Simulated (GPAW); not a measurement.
**CuI (Marshite): band structure with LDA**

Crystal: CuI (Marshite).

```
CELL_PARAMETERS angstrom
0.00000 3.03150 3.03150
3.03150 0.00000 3.03150
3.03150 3.03150 0.00000
ATOMIC_POSITIONS crystal
I 0.00000 0.00000 0.00000
Cu 0.25000 0.25000 0.25000
```

| Quantity | Value |
| --- | --- |
| Program | GPAW 26.7.0 |
| Task | band structure |
| Functional | LDA |
| Potentials or basis | PAW data sets generated in the run's folder for this functional |
| Cutoff | 600 eV |
| Basis | pw |
| k mesh | 6 × 6 × 6 |
| Occupations | fermi-dirac, width 0.05 eV |
| Spin | no spin polarisation |
| Maxiter | 150 |
| Band path | GXWKGLUWLK,UX |
| Band points | 100 |

```yaml
Pressure: -3.9 GPa
Band_gap_on_the_k_mesh: 0.96 eV, direct
Band_gap_along_the_path: 0.96 eV, direct
```

Levels at the corners of the path, in eV from the valence-band top:
| point | band 7 | band 8 | band 9 | band 10 | band 11 | band 12 |
| --- | --- | --- | --- | --- | --- | --- |
| Γ | 0.00 | 0.00 | 0.00 | 0.96 | 4.88 | 4.88 |
| X | -1.80 | -1.52 | -1.52 | 2.62 | 2.84 | 9.03 |
| W | -1.81 | -1.64 | -1.29 | 4.47 | 4.59 | 6.00 |
| K | -1.75 | -1.55 | -1.27 | 3.02 | 4.57 | 7.47 |
| Γ | 0.00 | 0.00 | 0.00 | 0.96 | 4.88 | 4.88 |
| L | -1.82 | -0.72 | -0.72 | 2.05 | 5.42 | 5.42 |
| U | -1.75 | -1.55 | -1.27 | 3.02 | 4.57 | 7.47 |
| W | -1.81 | -1.64 | -1.29 | 4.47 | 4.59 | 6.00 |
| L | -1.82 | -0.72 | -0.72 | 2.05 | 5.42 | 5.42 |
| K | -1.75 | -1.55 | -1.27 | 3.02 | 4.57 | 7.47 |
| U | -1.75 | -1.55 | -1.27 | 3.02 | 4.57 | 7.47 |
| X | -1.80 | -1.52 | -1.52 | 2.62 | 2.84 | 9.03 |

Wall time 44 s on 1 thread of Intel(R) Xeon(R) CPU @ 2.80GHz (Skylake/Cascade Lake), on a shared host, peak memory 0.31 GiB.

Caveat: with this Cu data set, volumes or pressures lay over 1.5 % or 2 GPa off other programs in two to four cells of ten; spin-orbit coupling is left out, which moves the levels of the heavy elements. LDA gaps usually lie below the measured ones, often by a third to a half.
